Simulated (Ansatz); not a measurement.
Write the native input for Ansatz 0.2.0 that does the following.

```yaml
Task: single point
Functional: PBE
Potentials_or_basis: all-electron LAPW, scalar-relativistic
Cutoff: 266 eV (chosen from the basis error)
Basis_error_allowed: 0.001 eV/atom
k_mesh: 8 × 8 × 8
Occupations: gaussian, width 0.03 eV
Spin: no spin polarisation
```

Crystal: CdSe.

```
Cd Se
1.0
     0.00000    3.07027    3.07027
     3.07027    0.00000    3.07027
     3.07027    3.07027    0.00000
Cd Se
1 1
Direct
  0.00000 0.00000 0.00000
  0.25000 0.25000 0.25000
```

Measurements of this composition are mostly on another form, of space group No. 186.

The input as run:

input.yaml

```yaml
crystal:
  lattice:
    - [0.0, 3.0702711986, 3.0702711986]
    - [3.0702711986, 0.0, 3.0702711986]
    - [3.0702711986, 3.0702711986, 0.0]
  atoms:
    - { symbol: Cd, position: [0.0, 0.0, 0.0] }
    - { symbol: Se, position: [0.25, 0.25, 0.25] }
kpoints:
  mp_grid: { grid: [8, 8, 8] }
scf:
  occupations: { method: gaussian, width: 0.03 }
hamiltonian:
  xc: pbe
  pseudopotentials: { kind: all_electron, lapw: { basis_error: 0.001 } }
output:
  forces: true
  stress: true
  eigenvalues: true
```

Potentials or basis: all-electron LAPW, scalar-relativistic.

The run is started by

```sh
$ ansatz run input.yaml --threads 1 --pin off --max-ram 3072MiB --backend cpu --events-out ev --progress --plain --runs-dir out
```

Results of the run:

```
Pressure               : 1.3 GPa
Band gap on the k mesh : 0.55 eV, direct
```

Wall time 29 s on 1 thread of Intel(R) Xeon(R) Processor @ 2.50GHz (Skylake/Cascade Lake), with other jobs on the host, peak memory 0.32 GiB.
